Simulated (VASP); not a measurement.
## From an Ansatz input to VASP: GaSb (strained measured structure)

Ansatz input

```yaml
crystal:
  lattice:
    - [0.0, 2.972988512, 3.1429239552]
    - [2.972988512, 0.0, 3.1429239552]
    - [2.972988512, 2.972988512, 0.0]
  atoms:
    - { symbol: Ga, position: [0.0, 0.0, 0.0] }
    - { symbol: Sb, position: [0.25, 0.25, 0.25] }
kpoints:
  mp_grid: { grid: [8, 8, 8] }
  band_path:
    path:
      - [0.0, 0.0, 0.0]
      - [-0.5, -0.5, 0.0]
      - [-0.375, -0.375, 0.25]
      - [-0.375, 0.0, 0.375]
      - [0.0, 0.0, 0.5]
      - [-0.5, -0.25, 0.25]
    npoints: 1
hamiltonian:
  xc: pbe
scf:
  occupations: { method: fermi_dirac, width: 0.02 }
  n_extra_bands: 4
output:
  forces: true
  stress: true
  eigenvalues: true
```

Q: Write VASP inputs for this cell and level of theory.

A: 

INCAR

```
IBRION = -1
LASPH = .TRUE.
NBANDS = 16
EDIFF = 1E-7
NSW = 0
ENCUT = 520
PREC = Accurate
ISMEAR = -1
LCHARG = .TRUE.
LWAVE = .FALSE.
SIGMA = 0.02
NELM = 120
GGA = PE
LREAL = .FALSE.
LELF = .TRUE.
ISIF = 2
```

KPOINTS

```
KPOINTS created by Atomic Simulation Environment
0
Gamma
8 8 8
0 0 0
```

KPOINTS_OPT

```
special points
6
Reciprocal
0.0000000000 0.0000000000 0.0000000000 1
-0.5000000000 -0.5000000000 0.0000000000 1
-0.3750000000 -0.3750000000 0.2500000000 1
-0.3750000000 0.0000000000 0.3750000000 1
0.0000000000 0.0000000000 0.5000000000 1
-0.5000000000 -0.2500000000 0.2500000000 1
```

POSCAR

```
Ga Sb
 1.0000000000000000
     0.0000000000000000    2.9729885120000001    3.1429239552000001
     2.9729885120000001    0.0000000000000000    3.1429239552000001
     2.9729885120000001    2.9729885120000001    0.0000000000000000
 Ga  Sb
   1   1
Cartesian
  0.0000000000000000  0.0000000000000000  0.0000000000000000
  1.4864942560000001  1.4864942560000001  1.5714619776000001
```

VASP ran with the recommended PBE PAW datasets (18 valence electrons in the cell). Other inputs would serve too.

```
                            Ansatz     VASP
gap between bands v and c  0.10 eV  0.11 eV
         least direct gap  0.10 eV  0.11 eV
                 pressure  4.0 GPa  4.1 GPa
```

The two codes use different PAW datasets and cutoffs. VASP's cell holds 18 valence electrons and Ansatz's 28. Ansatz's stress includes a Pulay correction; VASP's doesn't.
